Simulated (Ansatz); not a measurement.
# TiAl: the cost of one run

Computed with Ansatz 0.2.0 (DFT PBE, scalar-relativistic, plane waves, PAW, unless a step's input says otherwise).

**1. The starting structure**

It takes space group P-6m2 (No. 187, hexagonal). Conventional cell: a = 2.867 Å, b = 2.867 Å, c = 4.678 Å, α = 90.00°, β = 90.00°, γ = 120.00°. Around Ti (site symmetry -6m2) lie 6 Al at 2.87 Å and 6 Ti at 2.87 Å. Around Al (site symmetry -6m2) lie 6 Ti at 2.87 Å and 6 Al at 2.87 Å.

As a file:

```
Ti Al
1.0
     2.86726    0.00000    0.00000
    -1.43363    2.48312    0.00000
     0.00000    0.00000    4.67808
Ti Al
1 1
Cartesian
  0.0000 0.0000 0.0000
  0.0000 1.6554 2.3390
```

Source of the structure: the Materials Project (structure only).

**6. Plan of the scan**

The energy is mapped over a normal mode and a strain (zone-centre modes of the cell shown) (x along [1 0 0], y along [1 2 0], z along [0 0 1] of the conventional cell).

The axes are (1) amplitude of mode 6 (335 cm⁻¹), largest displacement in the unstrained cell: 7 values from −0.186 Å; (2) equal normal strain along x, y and z: 7 values from −2.50 %.

Nothing else is relaxed (the pattern is fixed in fractional coordinates). Energies count from the relaxed high-symmetry cell. Points are written as (first, second).

The patterns, per unit of each coordinate (Å):

| atom | x1 | y1 | z1 |
| --- | --- | --- | --- |
| Ti1 | 0.000 | 0.000 | -0.564 |
| Al2 | 0.000 | 0.000 | 1.000 |

(The set-up runs are not shown.)

**7. Point (−0.124 Å, 2.50 %)**

The input, input.yaml:

```yaml
crystal:
  lattice:
    - [2.953139505, 0.0, 0.0]
    - [-1.4765697525, 2.5574938323, 0.0]
    - [0.0, 0.0, 4.7647975422]
  atoms:
    - { symbol: Ti, position: [0.0, 0.0, 0.0150359751] }
    - { symbol: Al, position: [0.3333333333, 0.6666666667, 0.4733252045] }
basis:
  ecutwfc: 520.0
kpoints:
  mp_grid: { grid: [18, 18, 10] }
hamiltonian:
  xc: pbe
scf:
  occupations: { method: gaussian, width: 0.15 }
output:
  forces: true
  stress: true
  eigenvalues: true
```

The run is started by

```
> ansatz run input.yaml --threads 1 --pin off --max-ram 2048MiB --backend cpu --events-out ev --progress --plain --runs-dir out
```

Q: Estimate wall time and peak memory on 1 thread of Arm Neoverse V1, shared host.

About 15 s, with a peak of 0.51 GiB.
